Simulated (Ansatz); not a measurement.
# TiC (Fm-3m) in Ansatz: equation of state

Aim: energy against volume of TiC in PBEsol, for its equilibrium volume and stiffness.

Program: Ansatz 0.2.0. These are calculated values, not measurements. Logs are shortened: lines on timing, memory, paths and dates and some standing lists are left out, and cuts for length are marked.

## 1. Starting point

It takes space group Fm-3m (No. 225, cubic). Conventional cell: a = 4.331 Å, b = 4.331 Å, c = 4.331 Å, α = 90.00°, β = 90.00°, γ = 90.00°. Ti (site symmetry m-3m) has 6 C at 2.17 Å as nearest neighbours. C (site symmetry m-3m) has 6 Ti at 2.17 Å as nearest neighbours.

The cell is a database's computed one.

## 2. Single point, PBEsol, 9.55 Å³/atom (volume scaled by 0.94)

Input file input.yaml:

```yaml
crystal:
  lattice:
    - [0.0, 2.1215080947, 2.1215080947]
    - [2.1215080947, 0.0, 2.1215080947]
    - [2.1215080947, 2.1215080947, 0.0]
  atoms:
    - { symbol: Ti, position: [0.0, 0.0, 0.0] }
    - { symbol: C, position: [0.5, 0.5, 0.5] }
hamiltonian:
  xc: pbesol
  pseudopotentials: { kind: paw }
kpoints:
  mp_grid: { grid: [11, 11, 11] }
scf:
  occupations: { method: fermi_dirac, width: 0.05 }
output:
  forces: true
  stress: true
  eigenvalues: true
```

Potentials or basis: Ansatz PAW.

Run with:

```bash
ansatz run input.yaml --threads 2 --pin off --max-ram 5632MiB --backend cpu --events-out ev --progress --plain --runs-dir out
```

Output:

```text
Warning: RAYON_NUM_THREADS=2 ignored (pool sized by the plan → 2); use --threads N
Engine: ansatz 0.2.0, x86_64-unknown-linux-gnu
Pseudopotentials: kind: paw
Pseudopotential: Ti, paw, valence charge 12, recommended cutoff 420 eV (normal), Ti.paw.azcp
Pseudopotential: C, paw, valence charge 4, recommended cutoff 420 eV (normal), C.paw.azcp
Functional definition: PBEsol
  exchange = pbesol_x
  correlation = pbesol_c
Crystal: 2 atoms, lattice volume = 19.097 Å³
Basis set: ecut = 420 eV, 339 PW (Γ), exchange–correlation on 48×48×48 points (8 copies of the dense FFT grid, shifted against one another)
Bands: 12, of which v1, the nominal top of the filled ones, is band 8 counted from 1 (7 counted from 0)
Symmetry: 48 space group operations
Space group: Fm-3m (ITA 225), of the structure as read, at distance tolerance 2.7e-5 Å
k-points: 56 of 1331
Non-local potential: Ti, projectors of the file, l = 0: 3, l = 1: 2, l = 2: 3, l = 3: 1
Non-local potential: C, projectors of the file, l = 0: 2, l = 1: 2, l = 2: 1
PAW form: soft (Blöchl's): semilocal exchange-correlation on the pseudo side does not see the compensation charge
PAW frozen core: Ti, regenerated for the run's functional, and the local potential with it (the file was generated under x = pbe(κ = 0.804, μ = 0.2195149727645171), c = pbe(β = 0.06672455060314922))
PAW frozen core: C, regenerated for the run's functional, and the local potential with it (the file was generated under x = pbe(κ = 0.804, μ = 0.2195149727645171), c = pbe(β = 0.06672455060314922))
PAW one-centre angular grid: Ti, 590 points (default); XC on 64 Gauss nodes
PAW one-centre angular grid: C, 110 points (default); XC on 64 Gauss nodes
Initial density: superposition of atomic densities (neutral atoms: chi_scale 0, normalization atom), corrected by the library's trained network
Initial wavefunctions: pseudopotential atomic-orbital guess
Functional: x = pbesol(κ = 0.804, μ = 0.12345679012345678), c = pbesol(β = 0.046)
SCF iter   1: F=—  HF=-2722.404901 eV  |F-HF|=—  |Δ(HF+E_count)|=         —  Δρ=1.05e-2  dr2=2.30e-2  ethr=1.77e-3  ⟨swp⟩=4.4  Hψ=3319  notcnv=0
preconditioner: auto → none  [metal: Δε(μ)=0.110 eV  Ē_g=8.267 eV  σ=0.050 eV  W_gap=0.49  n_scr=8 (ndim 8)  ℏωp=24.0 eV  f_vac=0.000  D(μ)=0.35/eV (n_scr^D=0)  sad-step TF]
SCF iter   2: F=—  HF=-2722.401439 eV  |F-HF|=—  |Δ(HF+E_count)|=   3.46e-3  Δρ=6.99e-3  dr2=1.14e-2  ethr=1.44e-4  ⟨swp⟩=2.0  Hψ=1335  notcnv=0
SCF iter   3: F=—  HF=-2722.399118 eV  |F-HF|=—  |Δ(HF+E_count)|=   2.32e-3  Δρ=6.14e-4  dr2=4.80e-5  ethr=7.10e-5  ⟨swp⟩=2.1  Hψ=1022  notcnv=0
SCF iter   4: F=—  HF=-2722.399104 eV  |F-HF|=—  |Δ(HF+E_count)|=   1.35e-5  Δρ=1.12e-4  dr2=9.19e-7  ethr=3.00e-7  ⟨swp⟩=2.9  Hψ=1122  notcnv=0
iter 5 did not close the SCF: its close was put off for the readings that it lacked (scf_convergence_deferred on its scf_iter line)
SCF iter   5: F=-2722.399105 eV  HF=-2722.399105 eV  |F-HF|=7.72e-10  |Δ(HF+E_count)|=   5.96e-7  Δρ=3.52e-6  dr2=2.03e-9  ethr=5.74e-9  ⟨swp⟩=2.4  Hψ=854  notcnv=0
SCF iter   6: F=-2722.399105 eV  HF=-2722.399105 eV  |F-HF|=4.55e-12  |Δ(HF+E_count)|=  1.20e-10  Δρ=4.73e-7  dr2=1.96e-11  ethr=1.27e-11  ⟨swp⟩=1.7  Hψ=1947  notcnv=0
SCF 1 converged in 6 iterations: F = -2722.399105 eV  dr2 = 1.96e-11
SCF converged after 6 iterations
Free energy (F): -2722.399105 eV
Harris-Foulkes:  -2722.399105 eV  (|F-HF|=4.55e-12)
Internal energy: -2722.396532 eV  (E = F + TS)
E sigma→0 (E₀):  -2722.397818 eV
Entropy (-TS):   -0.002573 eV (-1.286 meV/atom)
Fermi energy:    15.734376 eV
--- Per-component energies (eV) ---
  E_band       = -93.606044
  E_kinetic    = 365.567230
  E_local      = -738.316387  (includes V_loc(G=0)·N_el)
  E_nonlocal   = 33.565538
  E_hartree    = 303.018108
  E_xc         = -147.425129
  E_vxc        = -184.877536  (∫ρ·V_xc dr)
  E_paw        = -1116.667903  (= ΣΔE_a)
  E_vpaw       = -175.581209  (= ΣTr[D̂ρ^β])
  E_aug_tail   = 0.000107  (compensation charges beyond the density's cutoff)
  E_ewald      = -1422.298580
  E_core_change = 0.160485  (= ΣΔE_core)
  E_smearing   = -0.002573  (= −TS)
  E_closure    = 0.000000  (closes the sum)
  Σ components = -2722.399105   (vs F -2722.399105, Δ=0.00e0)
--- Forces (eV/Å), atoms counted from 1 ---
  atom   1  Ti    -0.00000000     0.00000000     0.00000000
  atom   2  C      0.00000000    -0.00000000    -0.00000000
  max |Σ_I F_I| component: 4.14e-30 eV/Å
--- Stress (GPa, compression-positive) ---
       10.174324       0.000000      -0.000000
        0.000000      10.174324      -0.000000
       -0.000000      -0.000000      10.174324
  P = ⅓ Tr σ = 10.1743 GPa (101.743 kbar)
--- Band table (eV; the first three rows and the last of 56) ---
  k-point 0: bands = ["-40.4421", "-16.5452", "-16.5452", "-16.5452", "3.0120", "16.3536", "16.3536", "16.3536", "17.4502", "17.4502", "17.4502", "17.5394"]
  k-point 1: bands = ["-40.4342", "-16.5985", "-16.5500", "-16.5500", "3.2156", "15.5015", "15.8165", "15.8165", "16.7306", "16.7306", "17.8803", "19.0952"]
  k-point 2: bands = ["-40.4131", "-16.7391", "-16.5627", "-16.5627", "3.7975", "14.0070", "14.6106", "14.6106", "17.1034", "17.1034", "18.3658", "20.7707"]
  k-point 55: bands = ["-40.3104", "-16.9534", "-16.9252", "-16.7530", "6.0579", "12.1484", "12.3346", "13.0571", "18.3675", "18.8307", "19.6110", "21.4768"]
```

Run time: 0.63 s. Hardware: 2 threads of AMD EPYC 7R43 (Zen 3), shared host; peak memory 0.34 GiB.

Results:

| Property | Result |
| --- | --- |
| Free energy | -2722.3991 eV |
| Pressure | 10.2 GPa |
| Band gap on the k mesh | none (metal or under the smearing width) |

Caveat: the PAW data sets come from PBE, with cores solved anew for the run's functional, which leaves a small shift of forces and pressure.

## 3. Single point, PBEsol, 9.75 Å³/atom (volume scaled by 0.96)

input.yaml: that of step 2 with these lines changed.

```diff
@@ -2,5 +2,5 @@
   lattice:
-    - [0.0, 2.1215080947, 2.1215080947]
-    - [2.1215080947, 0.0, 2.1215080947]
-    - [2.1215080947, 2.1215080947, 0.0]
+    - [0.0, 2.1364487848, 2.1364487848]
+    - [2.1364487848, 0.0, 2.1364487848]
+    - [2.1364487848, 2.1364487848, 0.0]
   atoms:
@@ -19 +19,5 @@
   eigenvalues: true
+  write_density: true
+  write_potential: true
+  elf: true
+  volumetric_format: npy
```

Potentials or basis: Ansatz PAW.

Run with:

```bash
ansatz run input.yaml --threads 2 --pin off --max-ram 5632MiB --backend cpu --events-out ev --progress --plain --runs-dir out
```

Run time: 0.82 s. Hardware: 2 threads of AMD EPYC 7R43 (Zen 3), shared host; peak memory 0.36 GiB.

The run converged. Its results:

```
Free energy            : -2722.4169 eV
Pressure               : 4.0 GPa
Band gap on the k mesh : none (metal or under the smearing width)
```

Caveat: the PAW data sets come from PBE, with cores solved anew for the run's functional, which leaves a small shift of forces and pressure.

## 4. Single point, PBEsol, 9.95 Å³/atom (volume scaled by 0.98)

input.yaml: that of step 3 with these lines changed.

```diff
@@ -2,5 +2,5 @@
   lattice:
-    - [0.0, 2.1364487848, 2.1364487848]
-    - [2.1364487848, 0.0, 2.1364487848]
-    - [2.1364487848, 2.1364487848, 0.0]
+    - [0.0, 2.1511833799, 2.1511833799]
+    - [2.1511833799, 0.0, 2.1511833799]
+    - [2.1511833799, 2.1511833799, 0.0]
   atoms:
```

Run with:

```bash
ansatz run input.yaml --threads 2 --pin off --max-ram 5632MiB --backend cpu --events-out ev --progress --plain --runs-dir out
```

It took 0.81 s on 2 threads of AMD EPYC 7R43 (Zen 3), shared host; peak memory 0.35 GiB.

It converged, with:

```yaml
Free_energy: -2722.4197 eV
Pressure: -1.7 GPa
Band_gap_on_the_k_mesh: none (metal or under the smearing width)
```

Caveat: the PAW data sets come from PBE, with cores solved anew for the run's functional, which leaves a small shift of forces and pressure.

## 5. Single point, PBEsol, 10.16 Å³/atom

Input file input.yaml:

```yaml
crystal:
  lattice:
    - [0.0, 2.1657188437, 2.1657188437]
    - [2.1657188437, 0.0, 2.1657188437]
    - [2.1657188437, 2.1657188437, 0.0]
  atoms:
    - { symbol: Ti, position: [0.0, 0.0, 0.0] }
    - { symbol: C, position: [0.5, 0.5, 0.5] }
hamiltonian:
  xc: pbesol
  pseudopotentials: { kind: paw }
kpoints:
  mp_grid: { grid: [11, 11, 11] }
scf:
  occupations: { method: fermi_dirac, width: 0.05 }
output:
  forces: true
  stress: true
  eigenvalues: true
```

Run with:

```bash
ansatz run input.yaml --threads 2 --pin off --max-ram 5632MiB --backend cpu --events-out ev --progress --plain --runs-dir out
```

Wall time 0.99 s (2 threads of AMD EPYC 7R43 (Zen 3), shared host); peak memory 0.35 GiB.

The run converged. Its results:

| Quantity | Value |
| --- | --- |
| Free energy | -2722.4089 eV |
| Pressure | -6.7 GPa |
| Band gap on the k mesh | none (metal or under the smearing width) |

Caveat: the PAW data sets come from PBE, with cores solved anew for the run's functional, which leaves a small shift of forces and pressure.

## 6. Single point, PBEsol, 10.36 Å³/atom (volume scaled by 1.02)

input.yaml: that of step 5 with these lines changed.

```diff
@@ -2,5 +2,5 @@
   lattice:
-    - [0.0, 2.1657188437, 2.1657188437]
-    - [2.1657188437, 0.0, 2.1657188437]
-    - [2.1657188437, 2.1657188437, 0.0]
+    - [0.0, 2.1800617706, 2.1800617706]
+    - [2.1800617706, 0.0, 2.1800617706]
+    - [2.1800617706, 2.1800617706, 0.0]
   atoms:
```

Potentials or basis: Ansatz PAW.

Run with:

```bash
ansatz run input.yaml --threads 2 --pin off --max-ram 5632MiB --backend cpu --events-out ev --progress --plain --runs-dir out
```

Wall time 0.79 s (2 threads of AMD EPYC 7R43 (Zen 3), shared host); peak memory 0.34 GiB.

It converged, with:

```yaml
Free_energy: -2722.3861 eV
Pressure: -11.3 GPa
Band_gap_on_the_k_mesh: none (metal or under the smearing width)
```

Caveat: the PAW data sets come from PBE, with cores solved anew for the run's functional, which leaves a small shift of forces and pressure.

## 7. Single point, PBEsol, 10.56 Å³/atom (volume scaled by 1.04)

input.yaml: that of step 6 with these lines changed.

```diff
@@ -2,5 +2,5 @@
   lattice:
-    - [0.0, 2.1800617706, 2.1800617706]
-    - [2.1800617706, 0.0, 2.1800617706]
-    - [2.1800617706, 2.1800617706, 0.0]
+    - [0.0, 2.1942184125, 2.1942184125]
+    - [2.1942184125, 0.0, 2.1942184125]
+    - [2.1942184125, 2.1942184125, 0.0]
   atoms:
@@ -19 +19,5 @@
   eigenvalues: true
+  write_density: true
+  write_potential: true
+  elf: true
+  volumetric_format: npy
```

Run with:

```bash
ansatz run input.yaml --threads 2 --pin off --max-ram 5632MiB --backend cpu --events-out ev --progress --plain --runs-dir out
```

It took 0.84 s on 2 threads of AMD EPYC 7R43 (Zen 3), shared host; peak memory 0.35 GiB.

The run converged. Its results:

```
Free energy            : -2722.3522 eV
Pressure               : -15.4 GPa
Band gap on the k mesh : none (metal or under the smearing width)
```

Caveat: the PAW data sets come from PBE, with cores solved anew for the run's functional, which leaves a small shift of forces and pressure.

## 8. Single point, PBEsol, 10.77 Å³/atom (volume scaled by 1.06)

Input file input.yaml:

```yaml
crystal:
  lattice:
    - [0.0, 2.2081947028, 2.2081947028]
    - [2.2081947028, 0.0, 2.2081947028]
    - [2.2081947028, 2.2081947028, 0.0]
  atoms:
    - { symbol: Ti, position: [0.0, 0.0, 0.0] }
    - { symbol: C, position: [0.5, 0.5, 0.5] }
hamiltonian:
  xc: pbesol
  pseudopotentials: { kind: paw }
kpoints:
  mp_grid: { grid: [11, 11, 11] }
scf:
  occupations: { method: fermi_dirac, width: 0.05 }
output:
  forces: true
  stress: true
  eigenvalues: true
```

Run with:

```bash
ansatz run input.yaml --threads 2 --pin off --max-ram 5632MiB --backend cpu --events-out ev --progress --plain --runs-dir out
```

Wall time 0.67 s (2 threads of AMD EPYC 7R43 (Zen 3), shared host); peak memory 0.35 GiB.

The run converged. Its results:

| Property | Result |
| --- | --- |
| Free energy | -2722.3083 eV |
| Pressure | -19.1 GPa |
| Band gap on the k mesh | none (metal or under the smearing width) |

Caveat: the PAW data sets come from PBE, with cores solved anew for the run's functional, which leaves a small shift of forces and pressure.

## 9. Equation of state, PBEsol

Potentials or basis: Ansatz PAW.

This step only gathers the single runs of the series.

Results:

```yaml
Equilibrium_volume: 9.89 Å³/atom
Bulk_modulus: 268 GPa
Pressure_derivative_of_the_bulk_modulus: 4.0
```

Energy against volume, from the lowest point:
| volume (Å³/atom) | energy (meV/atom) |
| --- | --- |
| 9.548 | 10.30 |
| 9.752 | 1.40 |
| 9.955 | 0.00 |
| 10.158 | 5.38 |
| 10.361 | 16.80 |
| 10.564 | 33.77 |
| 10.767 | 55.68 |
